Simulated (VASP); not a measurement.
A run of VASP 6.6.1 is set up as follows.

INCAR

```
ALGO = Fast
EDIFF = 1E-6
ENCUT = 450
GGA = PE
ISIF = 2
ISMEAR = 0
LASPH = True
LCHARG = False
LREAL = False
LWAVE = False
NELM = 100
PREC = Accurate
SIGMA = 0.02
```

KPOINTS

```
k-points
0
Gamma
  6 6 6
```

File POSCAR:

```
As
1.0
    2.7036817444      0.0000000000      0.0000000000
    0.0000000000      2.7036817444      0.0000000000
    0.0000000000      0.0000000000      2.7036817444
As
1
Direct
    0.5000000000      0.5000000000      0.5000000000
```

Potentials or basis: VASP PAW PBE potentials, release 64 (As_GW).

The run is started by

```sh
$ cat potpaw_PBE.64/As_GW/POTCAR > POTCAR
$ mpirun -np 1 vasp_std > vasp.out
```

(1) Predict the pressure.

(2) Predict the band gap on the k mesh.

## Answers

(1) 2.2 GPa.

(2) none (metal or under the smearing width).

Caveat: the k mesh is coarse (spacing up to 0.39 Å⁻¹), so the values aren't converged.
